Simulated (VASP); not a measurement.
# HfB2 (P6/mmm) in VASP: notebook, part 2 of 2

VASP 6.6.1.

## (3) Single point, PBEsol

File INCAR:

```
SYSTEM = HfB2
  PREC = Accurate
  ENCUT = 340
  EDIFF = 1E-7
  ISMEAR = 1
  SIGMA = 0.15
  LREAL = .FALSE.
  LASPH = .TRUE.
  NELM = 100
  ALGO = Normal
  ISIF = 2
  LWAVE = .FALSE.
  LCHARG = .FALSE.
  GGA = PS
  NBANDS = 12
  ADDGRID = .FALSE.
```

File KPOINTS:

```
Automatic mesh
0
G
  6 6 5
  0 0 0
```

File POSCAR:

```
HfB2
1.0
    3.1400000000      0.0000000000      0.0000000000
   -1.5700000000      2.7193197679      0.0000000000
    0.0000000000      0.0000000000      3.4800000000
Hf B
1 2
Direct
    0.0000000000      0.0000000000      0.0000000000
    0.6666666667      0.3333333333      0.5000000000
    0.3333333333      0.6666666667      0.5000000000
```

Potentials or basis: VASP PAW PBE potentials, release 64 (Hf, B).

Started as:

```bash
> cat potpaw_PBE.64/Hf/POTCAR potpaw_PBE.64/B/POTCAR > POTCAR
> mpirun -np 1 vasp_std > vasp.out
```

OUTCAR:

```text
SYSTEM = HfB2
   PREC = Accurate
   ENCUT = 340
   EDIFF = 1E-7
   ISMEAR = 1
   LREAL = .FALSE.
   LASPH = .TRUE.
   NELM = 100
   ISIF = 2
   GGA = PS

 Found     21 irreducible k-points:

 Following reciprocal coordinates:
            Coordinates               Weight
  0.000000  0.000000  0.000000      1.000000
  0.166667  0.000000  0.000000      6.000000
  0.333333  0.000000  0.000000      6.000000
  0.500000  0.000000  0.000000      3.000000
  0.166667  0.166667  0.000000      6.000000
  0.333333  0.166667  0.000000     12.000000
   k-points           NKPTS =     21   k-points in BZ     NKDIM =     21   number of bands    NBANDS=     12
   number of dos      NEDOS =    301   number of ions     NIONS =      3
   total plane-waves  NPLWV =   9600
   dimension x,y,z NGX =    20 NGY =   20 NGZ =   24
   dimension x,y,z NGXF=    40 NGYF=   40 NGZF=   48
   ions per type =               1   2
   NGX,Y,Z   is equivalent  to a cutoff of  10.59, 10.59, 11.47 a.u.
   NGXF,Y,Z  is equivalent  to a cutoff of  21.18, 21.18, 22.93 a.u.
 SYSTEM =  HfB2
   PREC   = accura    normal or accurate (medium, high low for compatibility)
   ISTART =      0    job   : 0-new  1-cont  2-samecut
   ICHARG =      2    charge: 1-file 2-atom 10-const
   ISPIN  =      1    spin polarized calculation?
   LNONCOLLINEAR =      F non collinear calculations
   LSORBIT =      F    spin-orbit coupling
   LASPH  =      T    aspherical Exc in radial PAW
   ENCUT  =  340.0 eV  24.99 Ry    5.00 a.u.   4.72  4.72  5.23*2*pi/ulx,y,z
   NELM   =    100;   NELMIN=  2; NELMDL= -5     # of ELM steps
   EDIFF  = 0.1E-06   stopping-criterion for ELM
   LREAL  =      F    real-space projection
   EDIFFG = 0.1E-05   stopping-criterion for IOM
   NSW    =      0    number of steps for IOM
   IBRION =     -1    ionic relax: 0-MD 1-quasi-New 2-CG
   NFREE  =      0    steps in history (QN), initial steepest desc. (CG)
   ISIF   =      2    stress and relaxation
   ISYM   =      2    0-nonsym 1-usesym 2-fastsym
   POTIM  = 0.5000    time-step for ionic-motion
   TEBEG  =    0.0;   TEEND  =   0.0 temperature during run
   PSTRESS=    0.0 pullay stress
   NELECT =      10.0000    total number of electrons
   NUPDOWN=      -1.0000    fix difference up-down
   EMIN   =  10.00;   EMAX   =-10.00  energy-range for DOS
   EFERMI =   0.00;   METHOD = LEGACY
   ISMEAR =     1;   SIGMA  =   0.15  broadening in eV -4-tet -1-fermi 0-gaus
   EFERMI_NEDOS =   21; number of points for ismear=-14 and -15
   IALGO  =     38    algorithm
   IMIX   =      4    mixing-type and parameters
     AMIX     =   0.40;   BMIX     =  1.00
     AMIX_MAG =   1.60;   BMIX_MAG =  1.00
  volume/ion in A,a.u.               =       9.90        66.84
  Fermi-wavevector in a.u.,A,eV,Ry     =   1.138724  2.151876 17.642568  1.296692
  Thomas-Fermi vector in A             =   2.275428
   LORBIT       =      0    0 simple, 1 ext, 2 COOP (PROOUT), +10 PAW based schemes
   GGA     = PS    functional components
   LHFCALC =     F    Hartree Fock is set to
   AEXX    =    0.0000 exact exchange contribution
   IVDW    =     0    specifies the selected vdW correction
   LEPSILON=     F    determine dielectric tensor
   LRPA    =     F    only Hartree local field effects (RPA)
 non-spin polarized calculation
 Methfessel and Paxton  Order N= 1 SIGMA  =   0.15
  energy-cutoff  :      340.00
  volume of cell :       29.71
 maximum number of plane-waves:       430
 NGX is ok and might be reduce to    20
   NGX =  9   NGY =  9   NGZ = 11

 number of electron      10.0000001 magnetization

 Free energy of the ion-electron system (eV)
  ---------------------------------------------------
  ext. energy  EPLUGINS =         0.00000000
  ---------------------------------------------------
  free energy    TOTEN  =       -27.87480146 eV

  energy without entropy =      -27.87411828  energy(sigma->0) =      -27.87457373

 E-fermi :   7.4676     XC(G=0): -12.4565

 val. band max:        7.3515687816   @ k =   0.0000   0.0000   0.2000
 cond. band min:       7.5331683374   @ k =   0.3333   0.1667   0.0000
 fundamental gap:      0.1815995558
 Fermi energy:         7.4675733341

 k-point     1 :       0.0000    0.0000    0.0000
  band No.  band energies     occupation
      1      -5.9019      2.00000
      2       4.7940      2.00000
      3       4.9439      2.00000
      4       4.9439      2.00000
      5       5.0500      2.00000
      6      11.8385      0.00000
      7      11.8385      0.00000
      8      12.5150      0.00000
      9      12.5150      0.00000
     10      12.8061      0.00000
     11      12.8061      0.00000
     12      12.8822      0.00000

 k-point     2 :       0.1667    0.0000    0.0000
  band No.  band energies     occupation
      1      -5.3403      2.00000
      2       3.5032      2.00000
      3       4.6027      2.00000
      4       4.8811      2.00000
      5       5.3010      2.00000
      6      10.2815     -0.00000
      7      11.4609      0.00000
      8      11.5187      0.00000
      9      12.1765      0.00000
     10      13.7857      0.00000
     11      14.8187      0.00000
     12      15.0220      0.00000

 k-point     3 :       0.3333    0.0000    0.0000
  band No.  band energies     occupation
      1      -3.8177      2.00000
      2       0.9590      2.00000
      3       3.9490      2.00000
      4       4.5885      2.00000
      5       5.3697      2.00000
      6      10.6568      0.00000
      7      10.7517      0.00000
      8      10.8183      0.00000
      9      12.4486      0.00000
     10      13.8827      0.00000
     11      16.8516      0.00000
     12      18.1914      0.00000

 k-point     4 :       0.5000    0.0000    0.0000
  band No.  band energies     occupation
      1      -1.9452      2.00000
      2      -1.2657      2.00000
      3       3.6980      2.00000
      4       4.3982      2.00000
      5       4.9396      2.00000
      6       9.9572     -0.00000
      7      10.5370      0.00000
      8      13.4204      0.00000
      9      13.5782      0.00000
     10      14.1262      0.00000
     11      15.1821      0.00000
     12      18.9927      0.00000

 k-point     5 :       0.1667    0.1667    0.0000
  band No.  band energies     occupation
      1      -4.2925      2.00000
      2       2.0411      2.00000
      3       3.5828      2.00000
      4       4.1840      2.00000
      5       6.4846      2.00000
      6       9.3938     -0.00000
      7       9.4183     -0.00000
      8      12.2265      0.00000
      9      13.9783      0.00000
     10      14.7492      0.00000
     11      14.7624      0.00000
     12      16.6728      0.00000

 k-point     6 :       0.3333    0.1667    0.0000
  band No.  band energies     occupation
      1      -2.4298      2.00000
      2      -0.0596      2.00000
      3       2.3705      2.00000
      4       4.0686      2.00000
      5       7.1211      2.00519
      6       7.5332      0.33251
      7      10.2800     -0.00000
      8      13.6314      0.00000
      9      14.0080      0.00000
     10      15.3826      0.00000
     11      17.5244      0.00000
     12      17.5829      0.00000

 [... further k-points ...]

------------------------ aborting loop because EDIFF is reached ----------------------------------------

  FORCE on cell =-STRESS in cart. coord.  units (eV):
  Direction    XX          YY          ZZ          XY          YZ          ZX
  --------------------------------------------------------------------------------------
  -------------------------------------------------------------------------------------
  Total       -0.6456418     -0.6456418     -1.1264161      0.0000000     -0.0000000     -0.0000000
  in kB      -34.8123267    -34.8123267    -60.7351700      0.0000000     -0.0000000     -0.0000000
  external PRESSURE =     -43.4532745 kB  Pullay stress =       0.0000000 kB

 VOLUME and BASIS-vectors are now :
 -----------------------------------------------------------------------------
  energy-cutoff  :      340.00
  volume of cell :       29.71
      direct lattice vectors                 reciprocal lattice vectors
     3.140000000  0.000000000  0.000000000     0.318471338  0.183869512  0.000000000
    -1.570000000  2.719319768  0.000000000     0.000000000  0.367739025  0.000000000
     0.000000000  0.000000000  3.480000000     0.000000000  0.000000000  0.287356322

 POSITION                                       TOTAL-FORCE (eV/Angst)
 -----------------------------------------------------------------------------------
      0.00000      0.00000      0.00000        -0.000000      0.000000      0.000000
      1.57000      0.90644      1.74000         0.000000     -0.000000      0.000000
     -0.00000      1.81288      1.74000        -0.000000     -0.000000     -0.000000
 -----------------------------------------------------------------------------------
    total drift:                                0.000000     -0.000000     -0.000000

  FREE ENERGIE OF THE ION-ELECTRON SYSTEM (eV)
  ---------------------------------------------------
  free  energy   TOTEN  =       -27.8748014564 eV

  energy  without entropy=      -27.8741182829  energy(sigma->0) =      -27.87457373
```

OSZICAR:

```text
N       E                     dE             d eps       ncg     rms          rms(c)
DAV:   1    -0.613240293319E+01   -0.61324E+01   -0.33220E+03   512   0.497E+02
DAV:   2    -0.295737408130E+02   -0.23441E+02   -0.21661E+02   744   0.957E+01
DAV:   3    -0.301272674968E+02   -0.55353E+00   -0.55060E+00   640   0.130E+01
DAV:   4    -0.301294295052E+02   -0.21620E-02   -0.21616E-02   644   0.920E-01
DAV:   5    -0.301294384267E+02   -0.89215E-05   -0.89214E-05   688   0.521E-02    0.203E+01
DAV:   6    -0.280826132390E+02    0.20468E+01   -0.37809E+00   576   0.956E+00    0.105E+01
DAV:   7    -0.279019677145E+02    0.18065E+00   -0.60916E-01   664   0.428E+00    0.287E+00
DAV:   8    -0.278763907987E+02    0.25577E-01   -0.49887E-02   600   0.114E+00    0.524E-01
DAV:   9    -0.278748342358E+02    0.15566E-02   -0.30544E-03   624   0.312E-01    0.157E-01
DAV:  10    -0.278748068420E+02    0.27394E-04   -0.17166E-04   652   0.762E-02    0.372E-02
DAV:  11    -0.278748021236E+02    0.47184E-05   -0.14656E-05   668   0.231E-02    0.164E-02
DAV:  12    -0.278748014948E+02    0.62874E-06   -0.35433E-06   596   0.952E-03    0.564E-03
DAV:  13    -0.278748014564E+02    0.38456E-07   -0.12003E-07   492   0.199E-03
   1 F= -.27874801E+02 E0= -.27874574E+02  d E =-.683173E-03
```

stdout:

```text
POSCAR found type information on POSCAR HfB
 POSCAR found :  2 types and       3 ions
 scaLAPACK will be used
 -----------------------------------------------------------------------------
|                                                                             |
|                                                                             |
|     You enforced a specific xc type in the INCAR file but a different       |
|     I HOPE YOU KNOW WHAT YOU ARE DOING!                                     |
|                                                                             |
 -----------------------------------------------------------------------------

 LDA part: xc-table for (Slater+PW92), standard interpolation
 POSCAR, INCAR and KPOINTS ok, starting setup
 FFT: planning ... GRIDC
 FFT: planning ... GRID_SOFT
 FFT: planning ... GRID
 WAVECAR not read
 entering main loop
```

It took 3.9 s on 1 thread of Intel Xeon Platinum 8559C (Emerald Rapids), shared host; peak memory 0.12 GiB.

The run converged, but some of its settings lie outside the range that counts as converged, so its numbers aren't taken as properties of the crystal.

Results:

```
Free energy            : -27.8748 eV
Band gap on the k mesh : none (metal or under the smearing width)
```

Caveat: the k mesh is coarse (spacing up to 0.39 Å⁻¹), so the values aren't converged; the cutoff is under 1.25 times the usual one of these potentials, so pressure, stress and relaxed cells hold a basis-set (Pulay) error; the PAW data sets were made with another functional, which shifts forces and pressure a little.

## (4) Single point, PBEsol

INCAR is that of step 3.

KPOINTS is that of step 3.

File POSCAR:

```
HfB2
1.0
    3.1400000000      0.0000000000      0.0000000000
   -1.5700000000      2.7193197679      0.0000000000
    0.0000000000      0.0000000000      3.4800000000
Hf B
1 2
Direct
   -0.0142630000      0.0046330000     -0.0059370000
    0.6696320000      0.3380360000      0.4871880000
    0.3055440000      0.6904850000      0.5067950000
```

Potentials or basis: VASP PAW PBE potentials, release 64 (Hf, B).

Started as:

```bash
> cat potpaw_PBE.64/Hf/POTCAR potpaw_PBE.64/B/POTCAR > POTCAR
> mpirun -np 1 vasp_std > vasp.out
```

OUTCAR:

```text
SYSTEM = HfB2
   PREC = Accurate
   ENCUT = 340
   EDIFF = 1E-7
   ISMEAR = 1
   LREAL = .FALSE.
   LASPH = .TRUE.
   NELM = 100
   ISIF = 2
   GGA = PS

 Found     92 irreducible k-points:

 Following reciprocal coordinates:
            Coordinates               Weight
  0.000000  0.000000  0.000000      1.000000
  0.166667  0.000000  0.000000      2.000000
  0.000000  0.166667  0.000000      2.000000
 -0.166667  0.166667  0.000000      2.000000
  0.333333  0.000000  0.000000      2.000000
  0.000000  0.333333  0.000000      2.000000
   k-points           NKPTS =     92   k-points in BZ     NKDIM =     92   number of bands    NBANDS=     12
   number of dos      NEDOS =    301   number of ions     NIONS =      3
   total plane-waves  NPLWV =   9600
   dimension x,y,z NGX =    20 NGY =   20 NGZ =   24
   dimension x,y,z NGXF=    40 NGYF=   40 NGZF=   48
   ions per type =               1   2
   NGX,Y,Z   is equivalent  to a cutoff of  10.59, 10.59, 11.47 a.u.
   NGXF,Y,Z  is equivalent  to a cutoff of  21.18, 21.18, 22.93 a.u.
 SYSTEM =  HfB2
   PREC   = accura    normal or accurate (medium, high low for compatibility)
   ISTART =      0    job   : 0-new  1-cont  2-samecut
   ICHARG =      2    charge: 1-file 2-atom 10-const
   ISPIN  =      1    spin polarized calculation?
   LNONCOLLINEAR =      F non collinear calculations
   LSORBIT =      F    spin-orbit coupling
   LASPH  =      T    aspherical Exc in radial PAW
[... 134 lines left out ...]
  band No.  band energies     occupation
      1      -3.8528      2.00000
      2       0.8486      2.00000
      3       4.0188      2.00000
      4       4.8147      2.00000
      5       5.3683      2.00000
      6      10.3363      0.00000
      7      10.7556      0.00000
      8      10.8648      0.00000
      9      12.3550      0.00000
     10      13.7132      0.00000
     11      16.9915      0.00000
     12      17.8419      0.00000

 [... further k-points ...]

------------------------ aborting loop because EDIFF is reached ----------------------------------------

  FORCE on cell =-STRESS in cart. coord.  units (eV):
  Direction    XX          YY          ZZ          XY          YZ          ZX
  --------------------------------------------------------------------------------------
  -------------------------------------------------------------------------------------
  Total       -0.0477898     -0.3970267     -1.0683564     -0.2401141      0.0225415     -0.0216834
  in kB       -2.5767755    -21.4072638    -57.6046549    -12.9466999      1.2154162     -1.1691486
  external PRESSURE =     -27.1962314 kB  Pullay stress =       0.0000000 kB

 VOLUME and BASIS-vectors are now :
 -----------------------------------------------------------------------------
  energy-cutoff  :      340.00
  volume of cell :       29.71
      direct lattice vectors                 reciprocal lattice vectors
     3.140000000  0.000000000  0.000000000     0.318471338  0.183869512  0.000000000
    -1.570000000  2.719319768  0.000000000     0.000000000  0.367739025  0.000000000
     0.000000000  0.000000000  3.480000000     0.000000000  0.000000000  0.287356322

 POSITION                                       TOTAL-FORCE (eV/Angst)
 -----------------------------------------------------------------------------------
      3.08794      0.01260      3.45934        -0.161565      0.366254      0.156399
      1.57193      0.91923      1.69541        -1.382965      0.286719      0.232767
     -0.12465      1.87765      1.76365         1.544529     -0.652973     -0.389166
 -----------------------------------------------------------------------------------
    total drift:                               -0.000006     -0.000004     -0.000025

  FREE ENERGIE OF THE ION-ELECTRON SYSTEM (eV)
  ---------------------------------------------------
  free  energy   TOTEN  =       -27.7486198297 eV

  energy  without entropy=      -27.7498532601  energy(sigma->0) =      -27.74903097
```

OSZICAR:

```text
N       E                     dE             d eps       ncg     rms          rms(c)
DAV:   1    -0.531556280460E+01   -0.53156E+01   -0.33826E+03  2216   0.502E+02
DAV:   2    -0.294308860717E+02   -0.24115E+02   -0.23396E+02  3180   0.102E+02
DAV:   3    -0.300429736400E+02   -0.61209E+00   -0.60958E+00  3016   0.139E+01
DAV:   4    -0.300452146566E+02   -0.22410E-02   -0.22407E-02  2684   0.906E-01
DAV:   5    -0.300452262835E+02   -0.11627E-04   -0.11626E-04  2976   0.562E-02    0.204E+01
DAV:   6    -0.279643907003E+02    0.20808E+01   -0.40104E+00  2604   0.972E+00    0.105E+01
DAV:   7    -0.277769587549E+02    0.18743E+00   -0.67260E-01  3056   0.446E+00    0.283E+00
DAV:   8    -0.277506760719E+02    0.26283E-01   -0.66632E-02  2660   0.130E+00    0.549E-01
DAV:   9    -0.277487477502E+02    0.19283E-02   -0.69967E-03  2676   0.437E-01    0.197E-01
DAV:  10    -0.277486324722E+02    0.11528E-03   -0.75775E-04  2612   0.147E-01    0.379E-02
DAV:  11    -0.277486216026E+02    0.10870E-04   -0.36246E-05  2976   0.384E-02    0.218E-02
DAV:  12    -0.277486197719E+02    0.18307E-05   -0.81079E-06  2656   0.148E-02    0.568E-03
DAV:  13    -0.277486198297E+02   -0.57817E-07   -0.21419E-07  2604   0.302E-03
   1 F= -.27748620E+02 E0= -.27749031E+02  d E =0.123343E-02
```

Run time: 9.7 s. Hardware: 1 thread of Intel Xeon Platinum 8559C (Emerald Rapids), shared host; peak memory 0.14 GiB.

These settings aren't checked as converged: the numbers below hold their error.

What came out:

- Free energy: -27.7486 eV
- Largest force: 1.721 eV/Å
- Band gap on the k mesh: none (metal or under the smearing width)

Caveat: the k mesh is coarse (spacing up to 0.39 Å⁻¹), so the values aren't converged; the cutoff is under 1.25 times the usual one of these potentials, so pressure, stress and relaxed cells hold a basis-set (Pulay) error; the PAW data sets were made with another functional, which shifts forces and pressure a little.

## (5) Single point, PBEsol

Changes to INCAR since step 4:

```diff
@@ -2,3 +2,3 @@
   PREC = Accurate
-  ENCUT = 340
+  ENCUT = 400
   EDIFF = 1E-7
```

KPOINTS is that of step 4.

File POSCAR:

```
HfB2
1.0
    3.1400000000      0.0000000000      0.0000000000
   -1.5700000000      2.7193197679      0.0000000000
    0.0000000000      0.0000000000      3.4800000000
Hf B
1 2
Direct
    0.0000000000      0.0000000000      0.0000000000
    0.6666666667      0.3333333333      0.5000000000
    0.3333333333      0.6666666667      0.5000000000
```

Started as:

```bash
> cat potpaw_PBE.64/Hf/POTCAR potpaw_PBE.64/B/POTCAR > POTCAR
> mpirun -np 1 vasp_std > vasp.out
```

Run time: 4.1 s. Hardware: 1 thread of Intel Xeon Platinum 8559C (Emerald Rapids), shared host; peak memory 0.12 GiB.

The run converged, but some of its settings lie outside the range that counts as converged, so its numbers aren't taken as properties of the crystal.

Results:

* Free energy: -27.8781 eV
* Pressure: -3.9 GPa
* Band gap on the k mesh: none (metal or under the smearing width)

Caveat: the k mesh is coarse (spacing up to 0.39 Å⁻¹), so the values aren't converged; the PAW data sets were made with another functional, which shifts forces and pressure a little.

## (6) For comparison

An earlier run on the cell as given: functional PBEsol; potentials or basis VASP PAW PBE potentials, release 64 (Hf_pv, B); cutoff 520 eV; k mesh 10 × 10 × 8; occupations fermi-dirac, width 0.05 eV; no spin polarisation.

- Pressure: -4.4 GPa
- Band gap on the k mesh: none (metal or under the smearing width)
